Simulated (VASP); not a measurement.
# KCl (Sylvite) (Fm-3m) in VASP: a series of runs

Runs on KCl (Sylvite). Level: PBE. Tasks: single point.

All numbers are computed with VASP 6.6.1; they aren't measurements. Logs are shortened: lines on timing, memory, paths and dates and some standing lists are left out, and cuts for length are marked.

**What was measured.**

From a printed reference work, monograph, for a bulk crystal of KCl: band gap 8.68 eV.

The results are compared with them further down.

### 1 The cell of the first run

Symmetry: Fm-3m, No. 225, cubic system. The conventional cell has a = 6.164 Å, b = 6.164 Å, c = 6.164 Å, α = 90.00°, β = 90.00°, γ = 90.00°. Within 4.1 Å of K (site symmetry m-3m) lie 6 Cl at 3.08 Å. Cl (site symmetry m-3m) has 6 K at 3.08 Å within 4.1 Å.

### 2 Single point, PBE

Contents of INCAR:

```
SYSTEM = KCl
PREC = Accurate
ENCUT = 520
EDIFF = 1E-6
ISMEAR = 0
SIGMA = 0.01
LREAL = .FALSE.
LASPH = .TRUE.
NELM = 80
ALGO = Normal
ISIF = 2
LWAVE = .FALSE.
LCHARG = .TRUE.
GGA = PE
LELF = .TRUE.
LVHAR = .TRUE.
NBANDS = 15
```

Contents of KPOINTS:

```
Automatic mesh
0
G
  6 6 6
  0 0 0
```

Contents of POSCAR:

```
KCl
1.0
    0.0000000000      3.0822383035      3.0822383035
    3.0822383035      0.0000000000      3.0822383035
    3.0822383035      3.0822383035      0.0000000000
K Cl
1 1
Direct
    0.0000000000      0.0000000000      0.0000000000
    0.5000000000      0.5000000000      0.5000000000
```

Potentials or basis: VASP PAW PBE potentials, release 64 (K_sv, Cl).

On the command line:

```sh
$ cat potpaw_PBE.64/K_sv/POTCAR potpaw_PBE.64/Cl/POTCAR > POTCAR
$ mpirun -np 1 vasp_std > vasp.out
```

OUTCAR:

```text
SYSTEM = KCl
   PREC = Accurate
   ENCUT = 520
   EDIFF = 1E-6
   ISMEAR = 0
   LREAL = .FALSE.
   LASPH = .TRUE.
   NELM = 80
   ISIF = 2
   GGA = PE

 ion  position               nearest neighbor table
   1  0.000  0.000  0.000-   2 3.08   2 3.08   2 3.08   2 3.08   2 3.08   2 3.08
   2  0.500  0.500  0.500-   1 3.08   1 3.08   1 3.08   1 3.08   1 3.08   1 3.08

  LATTYP: Found a face centered cubic cell.
 ALAT       =     6.1644766070

  Lattice vectors:

 A1 = (   0.0000000000,   3.0822383035,   3.0822383035)
 A2 = (   3.0822383035,   0.0000000000,   3.0822383035)
 A3 = (   3.0822383035,   3.0822383035,   0.0000000000)

Analysis of symmetry for initial positions (statically):
=====================================================================
 Subroutine PRICEL returns:
 Original cell was already a primitive cell.

 Routine SETGRP: Setting up the symmetry group for a
 face centered cubic supercell.

 Subroutine GETGRP returns: Found 48 space group operations
 (whereof 48 operations were pure point group operations)
 out of a pool of 48 trial point group operations.

The static configuration has the point symmetry O_h .

Analysis of symmetry for dynamics (positions and initial velocities):
=====================================================================
 Subroutine PRICEL returns:
 Original cell was already a primitive cell.

 Routine SETGRP: Setting up the symmetry group for a
 face centered cubic supercell.

 Subroutine GETGRP returns: Found 48 space group operations
 (whereof 48 operations were pure point group operations)
 out of a pool of 48 trial point group operations.

The dynamic configuration has the point symmetry O_h .

 Subroutine INISYM returns: Found 48 space group operations
 (whereof 48 operations are pure point group operations),
 and found     1 'primitive' translations

----------------------------------------------------------------------------------------

                                     Primitive cell

  volume of cell :      58.5637

  direct lattice vectors                    reciprocal lattice vectors
     0.000000000  3.082238304  3.082238304    -0.162219774  0.162219774  0.162219774
     3.082238304  0.000000000  3.082238304     0.162219774 -0.162219774  0.162219774
     3.082238304  3.082238304  0.000000000     0.162219774  0.162219774 -0.162219774

  length of vectors
     4.358943211  4.358943211  4.358943211     0.280972890  0.280972890  0.280972890

  position of ions in fractional coordinates (direct lattice)
     0.000000000  0.000000000  0.000000000
     0.500000000  0.500000000  0.500000000

  ion indices of the primitive-cell ions
   primitive index   ion index
                 1           1
                 2           2

[... 76 lines left out ...]
   EFERMI =   0.00;   METHOD = LEGACY
   ISMEAR =     0;   SIGMA  =   0.01  broadening in eV -4-tet -1-fermi 0-gaus
   EFERMI_NEDOS =   21; number of points for ismear=-14 and -15
   IALGO  =     38    algorithm
   IMIX   =      4    mixing-type and parameters
     AMIX     =   0.40;   BMIX     =  1.00
     AMIX_MAG =   1.60;   BMIX_MAG =  1.00
  volume/ion in A,a.u.               =      29.28       197.60
  Fermi-wavevector in a.u.,A,eV,Ry     =   1.062279  2.007416 15.353314  1.128437
  Thomas-Fermi vector in A             =   2.197724
   LORBIT       =      0    0 simple, 1 ext, 2 COOP (PROOUT), +10 PAW based schemes
   GGA     = PE    functional components
   LHFCALC =     F    Hartree Fock is set to
   AEXX    =    0.0000 exact exchange contribution
   IVDW    =     0    specifies the selected vdW correction
   LEPSILON=     F    determine dielectric tensor
   LRPA    =     F    only Hartree local field effects (RPA)
 non-spin polarized calculation
 Gauss-broadening in eV      SIGMA  =   0.01
  energy-cutoff  :      520.00
  volume of cell :       58.56
 maximum number of plane-waves:      1591
   NGX = 17   NGY = 17   NGZ = 17

 number of electron      16.0000000 magnetization

 Free energy of the ion-electron system (eV)
  ---------------------------------------------------
  ext. energy  EPLUGINS =         0.00000000
  ---------------------------------------------------
  free energy    TOTEN  =        -6.76880792 eV

  energy without entropy =       -6.76880792  energy(sigma->0) =       -6.76880792

 E-fermi :  -1.5307     XC(G=0):  -7.7956

 val. band max:       -1.5831750703   @ k =   0.0000   0.0000   0.0000
 cond. band min:       3.8251346747   @ k =   0.0000   0.0000   0.0000
 fundamental gap:      5.4083097450
 Fermi energy:        -1.5307335961

 k-point     1 :       0.0000    0.0000    0.0000
  band No.  band energies     occupation
      1     -28.6361      2.00000
      2     -13.7749      2.00000
      3     -12.0977      2.00000
      4     -12.0977      2.00000
      5     -12.0977      2.00000
      6      -1.5832      2.00000
      7      -1.5832      2.00000
      8      -1.5832      2.00000
      9       3.8251      0.00000
     10       6.8242      0.00000
     11       6.8242      0.00000
     12       6.8242      0.00000
     13       7.7357      0.00000
     14       7.7357      0.00000
[... 257 lines left out ...]
      2     -13.7442      2.00000
      3     -12.2511      2.00000
      4     -12.1959      2.00000
      5     -12.0353      2.00000
      6      -2.1920      2.00000
      7      -2.0554      2.00000
      8      -1.9659      2.00000
      9       5.6832      0.00000
     10       7.5299      0.00000
     11       7.8008      0.00000
     12       8.8526      0.00000
     13       9.5799      0.00000
     14      10.3718      0.00000
     15      11.0772      0.00000

------------------------ aborting loop because EDIFF is reached ----------------------------------------

  FORCE on cell =-STRESS in cart. coord.  units (eV):
  Direction    XX          YY          ZZ          XY          YZ          ZX
  --------------------------------------------------------------------------------------
  -------------------------------------------------------------------------------------
  Total        0.8101329      0.8101329      0.8101329      0.0000000      0.0000000      0.0000000
  in kB       22.1634946     22.1634946     22.1634946      0.0000000      0.0000000      0.0000000
  external PRESSURE =      22.1634946 kB  Pullay stress =       0.0000000 kB

 VOLUME and BASIS-vectors are now :
 -----------------------------------------------------------------------------
  energy-cutoff  :      520.00
  volume of cell :       58.56
      direct lattice vectors                 reciprocal lattice vectors
     0.000000000  3.082238304  3.082238304    -0.162219774  0.162219774  0.162219774
     3.082238304  0.000000000  3.082238304     0.162219774 -0.162219774  0.162219774
     3.082238304  3.082238304  0.000000000     0.162219774  0.162219774 -0.162219774

 POSITION                                       TOTAL-FORCE (eV/Angst)
 -----------------------------------------------------------------------------------
      0.00000      0.00000      0.00000         0.000000      0.000000     -0.000000
      3.08224      3.08224      3.08224        -0.000000      0.000000      0.000000
 -----------------------------------------------------------------------------------
    total drift:                                0.000000     -0.000000     -0.000000

  FREE ENERGIE OF THE ION-ELECTRON SYSTEM (eV)
  ---------------------------------------------------
  free  energy   TOTEN  =        -6.7688079161 eV

  energy  without entropy=       -6.7688079161  energy(sigma->0) =       -6.76880792
```

stdout:

```text
POSCAR found type information on POSCAR K Cl
 POSCAR found :  2 types and       2 ions
 scaLAPACK will be used
 LDA part: xc-table for (Slater+PW92), standard interpolation
 POSCAR, INCAR and KPOINTS ok, starting setup
 FFT: planning ... GRIDC
 FFT: planning ... GRID_SOFT
 FFT: planning ... GRID
 WAVECAR not read
 entering main loop
```

It took 10 s on 1 thread of Intel Xeon Platinum 8259CL at 2.50GHz (Skylake/Cascade Lake), shared host; peak memory 0.17 GiB.

What came out:

| Property | Result |
| --- | --- |
| Free energy | -6.7688 eV |
| Pressure | 2.2 GPa |
| Band gap on the k mesh | 5.41 eV, direct |

Levels at points of the mesh, in eV from the valence-band top:
```
           k point  band 4  band 5  band 6  band 7  band 8  band 9  band 10  band 11  band 12  band 13
(0.00, 0.00, 0.00)  -10.51  -10.51    0.00    0.00    0.00    5.41     8.41     8.41     8.41     9.32
(0.50, 0.00, 0.00)  -10.53  -10.23   -1.17   -0.38   -0.38    7.77     8.85    10.73    10.73    11.63
(0.50, 0.50, 0.00)  -10.59  -10.59   -0.70   -0.24   -0.24    6.47     8.64    10.36    10.45    10.88
```

### 3 Single point, PBE

This run uses another cell than the first one, of 29.90 Å³/atom, 1.021 times its volume.

Contents of INCAR:

```
PREC     = Accurate       # precision mode
ENCUT    = 520            # plane-wave cutoff, eV
EDIFF    = 1E-6           # SCF threshold, eV
ISMEAR   = 0              # smearing method
SIGMA    = 0.01           # smearing width, eV
LREAL    = False          # projectors in reciprocal space
LASPH    = True           # aspherical terms in the spheres
NELM     = 60             # most SCF steps
ALGO     = Normal         # electronic algorithm
ISIF     = 2              # what is computed and relaxed
LWAVE    = False          # write WAVECAR
LCHARG   = False          # write CHGCAR
GGA      = PE             # functional
NBANDS   = 15             # bands
```

Contents of KPOINTS:

```
Automatic mesh
0
Gamma
  6 6 6
```

Contents of POSCAR:

```
KCl
1.0
    0.0000000000      3.1039449222      3.1039449222
    3.1039449222      0.0000000000      3.1039449222
    3.1039449222      3.1039449222      0.0000000000
K Cl
1 1
Direct
    0.0000000000      0.0000000000      0.0000000000
    0.5000000000      0.5000000000      0.5000000000
```

Potentials or basis: VASP PAW PBE potentials, release 64 (K_sv, Cl).

On the command line:

```sh
$ cat potpaw_PBE.64/K_sv/POTCAR potpaw_PBE.64/Cl/POTCAR > POTCAR
$ mpirun -np 1 vasp_std > vasp.out
```

OUTCAR:

```text
PREC = Accurate
   ENCUT = 520
   EDIFF = 1E-6
   ISMEAR = 0
   LREAL = False
   LASPH = True
   NELM = 60
   ISIF = 2
   GGA = PE

 ion  position               nearest neighbor table
   1  0.000  0.000  0.000-   2 3.10   2 3.10   2 3.10   2 3.10   2 3.10   2 3.10
   2  0.500  0.500  0.500-   1 3.10   1 3.10   1 3.10   1 3.10   1 3.10   1 3.10

  LATTYP: Found a face centered cubic cell.
 ALAT       =     6.2078898444

  Lattice vectors:

 A1 = (   0.0000000000,   3.1039449222,   3.1039449222)
[... 464 lines left out ...]
------------------------ aborting loop because EDIFF is reached ----------------------------------------

  FORCE on cell =-STRESS in cart. coord.  units (eV):
  Direction    XX          YY          ZZ          XY          YZ          ZX
  --------------------------------------------------------------------------------------
  -------------------------------------------------------------------------------------
  Total        0.6284961      0.6284961      0.6284961      0.0000000      0.0000000     -0.0000000
  in kB       16.8360868     16.8360868     16.8360868      0.0000000      0.0000000     -0.0000000
  external PRESSURE =      16.8360868 kB  Pullay stress =       0.0000000 kB

 VOLUME and BASIS-vectors are now :
 -----------------------------------------------------------------------------
  energy-cutoff  :      520.00
  volume of cell :       59.81
      direct lattice vectors                 reciprocal lattice vectors
     0.000000000  3.103944922  3.103944922    -0.161085333  0.161085333  0.161085333
     3.103944922  0.000000000  3.103944922     0.161085333 -0.161085333  0.161085333
     3.103944922  3.103944922  0.000000000     0.161085333  0.161085333 -0.161085333

 POSITION                                       TOTAL-FORCE (eV/Angst)
 -----------------------------------------------------------------------------------
      0.00000      0.00000      0.00000        -0.000000     -0.000000     -0.000000
      3.10394      3.10394      3.10394         0.000000      0.000000      0.000000
 -----------------------------------------------------------------------------------
    total drift:                                0.000000      0.000000      0.000000

  FREE ENERGIE OF THE ION-ELECTRON SYSTEM (eV)
  ---------------------------------------------------
  free  energy   TOTEN  =        -6.7842867050 eV

  energy  without entropy=       -6.7842867050  energy(sigma->0) =       -6.78428671
```

stdout:

```text
POSCAR found type information on POSCAR K Cl
 POSCAR found :  2 types and       2 ions
 scaLAPACK will be used
 LDA part: xc-table for (Slater+PW92), standard interpolation
 POSCAR, INCAR and KPOINTS ok, starting setup
 FFT: planning ... GRIDC
 FFT: planning ... GRID_SOFT
 FFT: planning ... GRID
 WAVECAR not read
 entering main loop
```

It took 14 s on 1 thread of Intel Xeon Platinum 8259CL at 2.50GHz (Skylake/Cascade Lake), shared host; peak memory 0.2 GiB.

Results:

- Free energy: -6.7843 eV
- Pressure: 1.7 GPa
- Band gap on the k mesh: 5.33 eV, direct

Levels at points of the mesh, in eV from the valence-band top:
```
           k point  band 6  band 7  band 8  band 9  band 10  band 11
(0.00, 0.00, 0.00)    0.00    0.00    0.00    5.33     8.40     8.40
(0.50, 0.00, 0.00)   -1.13   -0.36   -0.36    7.71     8.76    10.66
(0.50, 0.50, 0.00)   -0.68   -0.23   -0.23    6.50     8.54    10.32
```

### 4 Single point, PBE

This run uses another cell than the first one, of 30.53 Å³/atom, 1.043 times its volume.

Contents of INCAR:

```
PREC = Accurate
ENCUT = 520
EDIFF = 1E-7
ISMEAR = 0
SIGMA = 0.01
LREAL = F
LASPH = T
NELM = 60
ALGO = Normal
ISIF = 2
LWAVE = F
LCHARG = F
GGA = PE
NBANDS = 15
```

Contents of KPOINTS:

```
regular mesh
0
Gamma
  6 6 6
```

Contents of POSCAR:

```
KCl
1.0
    0.0000000000      3.1253521154      3.1253521154
    3.1253521154      0.0000000000      3.1253521154
    3.1253521154      3.1253521154      0.0000000000
K Cl
1 1
Direct
    0.0000000000      0.0000000000      0.0000000000
    0.5000000000      0.5000000000      0.5000000000
```

On the command line:

```sh
$ cat potpaw_PBE.64/K_sv/POTCAR potpaw_PBE.64/Cl/POTCAR > POTCAR
$ mpirun -np 1 vasp_std > vasp.out
```

Wall time 17 s (1 thread of Intel Xeon Platinum 8259CL at 2.50GHz (Skylake/Cascade Lake), shared host); peak memory 0.2 GiB.

Results (log left out):

```
Free energy            : -6.7958 eV
Pressure               : 1.2 GPa
Band gap on the k mesh : 5.26 eV, direct
```

Levels at points of the mesh, in eV from the valence-band top:
```tsv
k point	band 4	band 5	band 6	band 7	band 8	band 9	band 10	band 11	band 12	band 13
(0.00, 0.00, 0.00)	-10.61	-10.61	0.00	0.00	0.00	5.26	8.39	8.39	8.39	9.28
(0.50, 0.00, 0.00)	-10.62	-10.36	-1.09	-0.34	-0.34	7.65	8.68	10.60	10.60	11.48
(0.50, 0.50, 0.00)	-10.67	-10.67	-0.67	-0.23	-0.23	6.52	8.44	10.19	10.28	10.71
```

### 5 Single point, PBE

This run uses another cell than the first one, of 31.15 Å³/atom, 1.064 times its volume.

Contents of INCAR:

```
SYSTEM = KCl
ALGO     = Normal         ! electronic algorithm
EDIFF    = 1E-7           ! SCF threshold, eV
ENCUT    = 520            ! plane-wave cutoff, eV
GGA      = PE             ! functional
ISIF     = 2              ! what is computed and relaxed
ISMEAR   = 0              ! smearing method
LASPH    = .True.         ! aspherical terms in the spheres
LCHARG   = .False.        ! write CHGCAR
LREAL    = .False.        ! projectors in reciprocal space
LWAVE    = .False.        ! write WAVECAR
NBANDS   = 15             ! bands
NELM     = 80             ! most SCF steps
PREC     = Accurate       ! precision mode
SIGMA    = 0.01           ! smearing width, eV
```

Contents of KPOINTS:

```
k-points
0
Gamma
  6 6 6
  0 0 0
```

Contents of POSCAR:

```
KCl
1.0
    0.0000000000      3.1464700000      3.1464700000
    3.1464700000      0.0000000000      3.1464700000
    3.1464700000      3.1464700000      0.0000000000
K Cl
1 1
Direct
    0.0000000000      0.0000000000      0.0000000000
    0.5000000000      0.5000000000      0.5000000000
```

On the command line:

```sh
$ cat potpaw_PBE.64/K_sv/POTCAR potpaw_PBE.64/Cl/POTCAR > POTCAR
$ mpirun -np 1 vasp_std > vasp.out
```

Wall time 17 s (1 thread of Intel Xeon Platinum 8259CL at 2.50GHz (Skylake/Cascade Lake), shared host); peak memory 0.2 GiB.

The run converged. Its results:

```yaml
Free_energy: -6.8039 eV
Pressure: 0.8 GPa
Band_gap_on_the_k_mesh: 5.19 eV, direct
```

Levels at points of the mesh, in eV from the valence-band top:
```tsv
k point	band 6	band 7	band 8	band 9	band 10	band 11
(0.00, 0.00, 0.00)	0.00	0.00	0.00	5.19	8.38	8.38
(0.50, 0.00, 0.00)	-1.05	-0.32	-0.32	7.59	8.60	10.53
(0.50, 0.50, 0.00)	-0.66	-0.22	-0.22	6.53	8.35	10.07
```

### 6 Overview

```tsv
cell	gap on the mesh (eV)	pressure (GPa)
a = 4.359 Å, angles 60.0°, 2 atoms	5.41	2.2
a = 4.390 Å, angles 60.0°, 2 atoms	5.33	1.7
a = 4.420 Å, angles 60.0°, 2 atoms	5.26	1.2
a = 4.450 Å, angles 60.0°, 2 atoms	5.19	0.8
```

Alike in all rows: task single point; level PBE; potentials or basis VASP PAW PBE potentials, release 64 (K_sv, Cl); no spin polarisation; k mesh 6 × 6 × 6; cutoff (eV) 520; smearing gaussian 0.01 eV.

Total energies depend on the potentials used, so only differences within one code and one set of settings carry meaning.

### 7 How close it comes

Step 2. A measured gap of KCl is 8.68 eV (a printed reference work, monograph); the calculated 5.41 eV misses it by -3.27 eV. The value is that of PBE, without temperature or zero-point motion. Semilocal functionals fall short of measured gaps as a rule.

Step 3. A measured gap of KCl is 8.68 eV (a printed reference work, monograph); the calculated 5.33 eV misses it by -3.35 eV. The value is that of PBE, without temperature or zero-point motion. Semilocal functionals fall short of measured gaps as a rule.

Step 4. A measured gap of KCl is 8.68 eV (a printed reference work, monograph); the calculated 5.26 eV misses it by -3.42 eV. The value is that of PBE, without temperature or zero-point motion. Semilocal functionals fall short of measured gaps as a rule.

Step 5. A measured gap of KCl is 8.68 eV (a printed reference work, monograph); the calculated 5.19 eV misses it by -3.49 eV. The value is that of PBE, without temperature or zero-point motion. Semilocal functionals fall short of measured gaps as a rule.
